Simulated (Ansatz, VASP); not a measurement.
# One calculation of Li, two programs

The input INCAR:

```
AGGAC = 1.0
AGGAX = 1.0
ALDAC = 0.0
ALDAX = 1.0
ALGO = Normal
EDIFF = 1E-7
EDIFFG = -0.01
ENCUT = 600
GGA = B5
IBRION = 2
ISIF = 3
ISMEAR = -1
LASPH = True
LCHARG = False
LREAL = False
LWAVE = False
NELM = 80
NSW = 80
PREC = Accurate
SIGMA = 0.1
```

Contents of KPOINTS:

```
k-points
0
Gamma
  5 5 5
```

The input POSCAR:

```
Li
1.0
    5.5706665117      0.0000000000      0.0000000000
    0.0000000000      5.5706665117      0.0000000000
    0.0000000000      0.0000000000      5.5706665117
Li
8
Direct
    0.0000000000      0.0000000000      0.0000000000
    0.5000000000      0.5000000000      0.5000000000
    0.2500000000      0.0000000000      0.5000000000
    0.7500000000      0.0000000000      0.5000000000
    0.5000000000      0.2500000000      0.0000000000
    0.5000000000      0.7500000000      0.0000000000
    0.0000000000      0.5000000000      0.2500000000
    0.0000000000      0.5000000000      0.7500000000
```

Input for Ansatz:

```yaml
crystal:
  lattice:
    - [5.5706665117, 0.0, 0.0]
    - [0.0, 5.5706665117, 0.0]
    - [0.0, 0.0, 5.5706665117]
  atoms:
    - { symbol: Li, position: [0.0, 0.0, 0.0] }
    - { symbol: Li, position: [0.5, 0.5, 0.5] }
    - { symbol: Li, position: [0.25, 0.0, 0.5] }
    - { symbol: Li, position: [0.75, 0.0, 0.5] }
    - { symbol: Li, position: [0.5, 0.25, 0.0] }
    - { symbol: Li, position: [0.5, 0.75, 0.0] }
    - { symbol: Li, position: [0.0, 0.5, 0.25] }
    - { symbol: Li, position: [0.0, 0.5, 0.75] }
hamiltonian:
  xc: blyp
  pseudopotentials:
    kind: paw
    azcp:
      Li: "pseudopotentials/Li.paw.azcp"
basis:
  ecutwfc: 420
  fft_grid_basis: typed
kpoints:
  mp_grid: { grid: [5, 5, 5], shift: [0, 0, 0] }
magnetization:
  spin_polarized: false
scf:
  occupations: { method: fermi_dirac, width: 0.1 }
relax:
  max_steps: 60
  f_tol: 0.01
  cell: {}
```

The cell was built by a generator and needn't be a form met in nature.

Alike in both runs: task relaxation of cell and atoms; functional BLYP; k mesh 5 × 5 × 5; occupations fermi-dirac, width 0.1 eV; no spin polarisation.

|  | VASP | Ansatz |
| --- | --- | --- |
| version | VASP 6.6.1 | Ansatz 0.2.0 |
| potentials or method | VASP PAW PBE potentials, release 64 (Li_sv) | plane waves (420 eV) with PAW, scalar-relativistic |
| plane-wave cutoff (eV) | 600 | 420 |
| valence electrons in the cell | 24 | 24 |

VASP gave:

```
relaxed volume (Å³/atom)                                     : 19.89
relaxed cell length with the largest relative difference (Å) : 5.419
energy change over the relaxation (meV/atom)                 : -5
```

Question: Which values does Ansatz return?

Answer: Relaxed volume (Å³/atom): 20.02; relaxed cell length with the largest relative difference (Å): 5.431; energy change over the relaxation (meV/atom): -4.

Caveats: the cutoff is under 1.25 times the usual one of these potentials, so pressure, stress and relaxed cells hold a basis-set (Pulay) error (VASP); the PAW data sets were made with another functional, which shifts forces and pressure a little (VASP).
